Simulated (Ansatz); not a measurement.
# In (P-1) in Ansatz: convergence with wavefunction cutoff

Aim: find how far wavefunction cutoff must go before the results for In settle, at PBE. This setting moves, with any that are tied to it; all else stays.

Everything below comes from runs of Ansatz 0.2.0. Logs are shortened: lines on timing, memory, paths and dates and some standing lists are left out, and cuts for length are marked.

## 1. The cell of the first run

The typed cell holds 1 atom: a = 3.257 Å, b = 3.280 Å, c = 3.309 Å, α = 111.84°, β = 110.15°, γ = 107.88°.

This isn't the form of In at room conditions, which is tetragonal.

The cell isn't the ideal one: cell strained at random at fixed volume.

## 2. With wavefunction cutoff 200 eV

The input, input.yaml:

```yaml
crystal:
  lattice:
    - [-1.869751, 1.85713, 1.913871]
    - [1.833535, -1.912801, 1.933327]
    - [1.858518, 1.901568, -1.969542]
  atoms:
    - { symbol: In, position: [-0.000103, -0.002171, 0.00147] }
hamiltonian:
  xc: pbe
  pseudopotentials: { kind: paw }
kpoints:
  mp_grid: { grid: [7, 7, 7] }
scf:
  occupations: { method: fermi_dirac, width: 0.1 }
output:
  forces: true
  stress: true
  eigenvalues: true
basis:
  ecutwfc: "200 eV"
```

Potentials or basis: Ansatz PAW.

Started as:

```sh
$ ansatz run input.yaml --threads 2 --pin off --max-ram 5632MiB --backend cpu --events-out ev --progress --plain --runs-dir out
```

Log:

```text
Warning: basis.ecutwfc = 200 eV is below the records' recommended 420 eV, and the density's cutoff is lower with it unless basis.ecutrho_ratio is high enough to keep the records' density cutoff: compare with a run at a higher cutoff
Warning: RAYON_NUM_THREADS=2 ignored (pool sized by the plan → 2); use --threads N
Engine: ansatz 0.2.0, x86_64-unknown-linux-gnu
Pseudopotentials: kind: paw
Pseudopotential: In, paw, valence charge 13, recommended cutoff 420 eV (normal), In.paw.azcp
Functional definition: PBE
  parameter kappa = 0.804
  parameter beta = 0.06672455060314922
  exchange = pbe_x(kappa = kappa, mu = beta*pi^2/3)
  correlation = pbe_c(beta = beta)
Crystal: 1 atoms, lattice volume = 26.686 Å³
Basis set: ecut = 200 eV, 175 PW (Γ), exchange–correlation on 32×32×32 points (8 copies of the dense FFT grid, shifted against one another)
Bands: 11, of which v1, the nominal top of the filled ones, is band 7 counted from 1 (6 counted from 0)
Symmetry: 2 space group operations
Space group: P-1 (ITA 2), of the structure as read, at distance tolerance 3.0e-5 Å
k-points: 172 of 343
Non-local potential: In, projectors of the file, l = 0: 2, l = 1: 2, l = 2: 2, l = 3: 2
PAW form: soft (Blöchl's): semilocal exchange-correlation on the pseudo side does not see the compensation charge
PAW one-centre angular grid: In, 590 points (default); XC on 64 Gauss nodes
Initial density: superposition of atomic densities (neutral atoms: chi_scale 0, normalization atom), corrected by the library's trained network
Initial wavefunctions: pseudopotential atomic-orbital guess
Functional: x = pbe(κ = 0.804, μ = 0.2195149727645171), c = pbe(β = 0.06672455060314922)
SCF iter   1: F=—  HF=-5590.408956 eV  |F-HF|=—  |Δ(HF+E_count)|=         —  Δρ=8.94e-2  dr2=9.94e-1  ethr=1.77e-3  ⟨swp⟩=4.2  Hψ=9572  notcnv=0
preconditioner: auto → Kerker (q_TF=auto, 2.420 Å⁻¹)  [metal: Δε(μ)=0.047 eV  Ē_g=19.413 eV  σ=0.100 eV  W_gap=0.12  n_scr=12 (ndim 8)  ℏωp=25.9 eV  f_vac=0.000  D(μ)=0.48/eV (n_scr^D=0)]
SCF iter   2: F=—  HF=-5589.897431 eV  |F-HF|=—  |Δ(HF+E_count)|=   5.12e-1  Δρ=3.70e-2  dr2=1.42e-1  ethr=1.77e-3  ⟨swp⟩=2.0  Hψ=5129  notcnv=0  defer=31
SCF iter   3: F=—  HF=-5589.827495 eV  |F-HF|=—  |Δ(HF+E_count)|=   6.99e-2  Δρ=4.59e-3  dr2=2.22e-3  ethr=1.09e-3  ⟨swp⟩=2.0  Hψ=4295  notcnv=0  defer=30
SCF iter   4: F=—  HF=-5589.828828 eV  |F-HF|=—  |Δ(HF+E_count)|=   1.33e-3  Δρ=6.21e-4  dr2=1.06e-4  ethr=1.71e-5  ⟨swp⟩=2.0  Hψ=2124  notcnv=0  defer=30
SCF iter   5: F=—  HF=-5589.828786 eV  |F-HF|=—  |Δ(HF+E_count)|=   4.22e-5  Δρ=1.03e-4  dr2=1.35e-6  ethr=8.14e-7  ⟨swp⟩=2.1  Hψ=2860  notcnv=0  defer=30
SCF iter   6: F=—  HF=-5589.828805 eV  |F-HF|=—  |Δ(HF+E_count)|=   1.86e-5  Δρ=3.28e-5  dr2=1.55e-7  ethr=7.69e-10  ⟨swp⟩=5.5  Hψ=8141  notcnv=0
SCF iter   7: F=-5589.828805 eV  HF=-5589.828805 eV  |F-HF|=1.17e-9  |Δ(HF+E_count)|=   1.92e-8  Δρ=4.30e-6  dr2=5.15e-9  ethr=7.69e-10  ⟨swp⟩=3.5  Hψ=4962  notcnv=0
SCF 1 converged in 7 iterations: F = -5589.828805 eV  dr2 = 5.15e-9
SCF converged after 7 iterations
Free energy (F): -5589.828805 eV
Harris-Foulkes:  -5589.828805 eV  (|F-HF|=1.17e-9)
Internal energy: -5589.812061 eV  (E = F + TS)
E sigma→0 (E₀):  -5589.820433 eV
Entropy (-TS):   -0.016744 eV (-16.744 meV/atom)
Fermi energy:    10.274959 eV
--- Per-component energies (eV) ---
  E_band       = -35.096656
  E_kinetic    = 273.204450
  E_local      = -1070.391249  (includes V_loc(G=0)·N_el)
  E_nonlocal   = 333.534163
  E_hartree    = 411.699309
  E_xc         = -222.848347
  E_vxc        = -108.012497  (∫ρ·V_xc dr)
  E_paw        = -4139.090541  (= ΣΔE_a)
  E_vpaw       = -286.829176  (= ΣTr[D̂ρ^β])
  E_aug_tail   = 0.000385  (compensation charges beyond the density's cutoff)
  E_ewald      = -1175.920231
  E_smearing   = -0.016744  (= −TS)
  E_closure    = 0.000000  (closes the sum)
  Σ components = -5589.828805   (vs F -5589.828805, Δ=0.00e0)
--- Forces (eV/Å), atoms counted from 1 ---
  atom   1  In     0.00000000     0.00000000     0.00000000
  max |Σ_I F_I| component: 0.00e0 eV/Å
--- Stress (GPa, compression-positive) ---
        4.274028       1.126649       1.611582
        1.126649       3.627824       2.882554
        1.611582       2.882554       3.980870
  P = ⅓ Tr σ = 3.9609 GPa (39.609 kbar)
--- Band table (eV; the first three rows and the last of 172) ---
  k-point 0: bands = ["-5.6889", "-5.5394", "-5.5175", "-5.4523", "-5.3309", "0.5584", "20.6896", "21.2084", "21.6485", "22.8084", "23.1853"]
  k-point 1: bands = ["-5.5815", "-5.5567", "-5.4426", "-5.3299", "-5.1724", "1.0442", "17.9549", "19.2265", "19.9151", "21.4629", "21.6859"]
  k-point 2: bands = ["-5.7274", "-5.6991", "-5.4789", "-5.3308", "-5.2751", "2.5150", "12.9113", "17.1055", "18.1640", "20.1647", "20.4509"]
  k-point 171: bands = ["-5.6843", "-5.5064", "-5.4310", "-5.3382", "-5.2903", "3.4242", "12.3528", "14.2510", "14.4810", "24.5928", "25.9197"]
```

Run time: 2 s. Hardware: 2 threads of Intel Xeon at 2.50GHz (Skylake/Cascade Lake), shared host; peak memory 0.3 GiB.

What came out:

| Property | Result |
| --- | --- |
| Free energy | -5589.8288 eV |
| Pressure | 4.0 GPa |
| Band gap on the k mesh | none (metal or under the smearing width) |

## 3. With wavefunction cutoff 250 eV

Changes to input.yaml since step 2:

```diff
@@ -19,2 +19,2 @@
 basis:
-  ecutwfc: "200 eV"
+  ecutwfc: "250 eV"
```

Potentials or basis: Ansatz PAW.

Started as:

```sh
$ ansatz run input.yaml --threads 2 --pin off --max-ram 5632MiB --backend cpu --events-out ev --progress --plain --runs-dir out
```

Run time: 2.1 s. Hardware: 2 threads of Intel Xeon at 2.50GHz (Skylake/Cascade Lake), shared host; peak memory 0.3 GiB.

Results:

* Free energy: -5596.9090 eV
* Pressure: 1.7 GPa
* Band gap on the k mesh: none (metal or under the smearing width)

## 4. With wavefunction cutoff 300 eV

Changes to input.yaml since step 3:

```diff
@@ -19,2 +19,2 @@
 basis:
-  ecutwfc: "250 eV"
+  ecutwfc: "300 eV"
```

Started as:

```sh
$ ansatz run input.yaml --threads 2 --pin off --max-ram 5632MiB --backend cpu --events-out ev --progress --plain --runs-dir out
```

It took 2.2 s on 2 threads of Intel Xeon at 2.50GHz (Skylake/Cascade Lake), shared host; peak memory 0.32 GiB.

Results:

| Quantity | Value |
| --- | --- |
| Free energy | -5597.7576 eV |
| Pressure | 1.5 GPa |
| Band gap on the k mesh | none (metal or under the smearing width) |

## 5. With wavefunction cutoff 350 eV

Changes to input.yaml since step 4:

```diff
@@ -19,2 +19,2 @@
 basis:
-  ecutwfc: "300 eV"
+  ecutwfc: "350 eV"
```

Started as:

```sh
$ ansatz run input.yaml --threads 2 --pin off --max-ram 5632MiB --backend cpu --events-out ev --progress --plain --runs-dir out
```

Run time: 2.8 s. Hardware: 2 threads of Intel Xeon at 2.50GHz (Skylake/Cascade Lake), shared host; peak memory 0.33 GiB.

Results:

- Free energy: -5597.8216 eV
- Pressure: 1.5 GPa
- Band gap on the k mesh: none (metal or under the smearing width)

## 6. With wavefunction cutoff 400 eV

Changes to input.yaml since step 5:

```diff
@@ -19,2 +19,2 @@
 basis:
-  ecutwfc: "350 eV"
+  ecutwfc: "400 eV"
```

Potentials or basis: Ansatz PAW.

Started as:

```sh
$ ansatz run input.yaml --threads 2 --pin off --max-ram 5632MiB --backend cpu --events-out ev --progress --plain --runs-dir out
```

Wall time 3.2 s (2 threads of Intel Xeon at 2.50GHz (Skylake/Cascade Lake), shared host); peak memory 0.35 GiB.

Results (log left out):

```yaml
Free_energy: -5597.8232 eV
Pressure: 1.5 GPa
Band_gap_on_the_k_mesh: none (metal or under the smearing width)
```

## 7. With wavefunction cutoff 450 eV

Changes to input.yaml since step 6:

```diff
@@ -19,2 +19,2 @@
 basis:
-  ecutwfc: "400 eV"
+  ecutwfc: "450 eV"
```

Started as:

```sh
$ ansatz run input.yaml --threads 2 --pin off --max-ram 5632MiB --backend cpu --events-out ev --progress --plain --runs-dir out
```

Run time: 3.7 s. Hardware: 2 threads of Intel Xeon at 2.50GHz (Skylake/Cascade Lake), shared host; peak memory 0.35 GiB.

It converged, with:

| Property | Result |
| --- | --- |
| Free energy | -5597.8244 eV |
| Pressure | 1.5 GPa |
| Band gap on the k mesh | none (metal or under the smearing width) |

## 8. With wavefunction cutoff 500 eV

Changes to input.yaml since step 7:

```diff
@@ -19,2 +19,2 @@
 basis:
-  ecutwfc: "450 eV"
+  ecutwfc: "500 eV"
```

Started as:

```sh
$ ansatz run input.yaml --threads 2 --pin off --max-ram 5632MiB --backend cpu --events-out ev --progress --plain --runs-dir out
```

Run time: 4 s. Hardware: 2 threads of Intel Xeon at 2.50GHz (Skylake/Cascade Lake), shared host; peak memory 0.37 GiB.

The run converged. Its results:

```yaml
Free_energy: -5597.8249 eV
Pressure: 1.5 GPa
Band_gap_on_the_k_mesh: none (metal or under the smearing width)
```

## 9. With wavefunction cutoff 600 eV

Changes to input.yaml since step 8:

```diff
@@ -19,2 +19,2 @@
 basis:
-  ecutwfc: "500 eV"
+  ecutwfc: "600 eV"
```

Potentials or basis: Ansatz PAW.

Started as:

```sh
$ ansatz run input.yaml --threads 2 --pin off --max-ram 5632MiB --backend cpu --events-out ev --progress --plain --runs-dir out
```

Run time: 5 s. Hardware: 2 threads of Intel Xeon at 2.50GHz (Skylake/Cascade Lake), shared host; peak memory 0.39 GiB.

The run converged. Its results:

- Free energy: -5597.8250 eV
- Pressure: 1.5 GPa
- Band gap on the k mesh: none (metal or under the smearing width)

## 10. With wavefunction cutoff 800 eV

Changes to input.yaml since step 9:

```diff
@@ -19,2 +19,2 @@
 basis:
-  ecutwfc: "600 eV"
+  ecutwfc: "800 eV"
```

Started as:

```sh
$ ansatz run input.yaml --threads 2 --pin off --max-ram 5632MiB --backend cpu --events-out ev --progress --plain --runs-dir out
```

Run time: 7.7 s. Hardware: 2 threads of Intel Xeon at 2.50GHz (Skylake/Cascade Lake), shared host; peak memory 0.43 GiB.

Results (log left out):

| Quantity | Value |
| --- | --- |
| Free energy | -5597.8251 eV |
| Pressure | 1.5 GPa |
| Band gap on the k mesh | none (metal or under the smearing width) |

## 11. Summary

| wavefunction cutoff | energy less the tightest run, at zero smearing (meV/atom) | pressure (GPa) | SCF cycles | CPU time (s) | peak memory (GiB) |
| --- | --- | --- | --- | --- | --- |
| 200 eV | 7996.43 | 3.96 | 7 | 3.5 | 0.3 |
| 250 eV | 916.21 | 1.65 | 6 | 3.6 | 0.3 |
| 300 eV | 67.50 | 1.50 | 6 | 3.9 | 0.32 |
| 350 eV | 3.50 | 1.54 | 8 | 4.9 | 0.33 |
| 400 eV | 1.87 | 1.52 | 7 | 5.8 | 0.35 |
| 450 eV | 0.70 | 1.52 | 8 | 6.7 | 0.35 |
| 500 eV | 0.20 | 1.52 | 8 | 7.2 | 0.37 |
| 600 eV | 0.08 | 1.52 | 8 | 9.3 | 0.39 |
| 800 eV | 0.00 | 1.52 | 7 | 15 | 0.43 |

Against the tightest run, the energy stays within 1 meV/atom from 450 eV on; the pressure stays within 0.1 GPa from 300 eV on. The tightest run that finished is the yardstick and may itself not be fully converged.
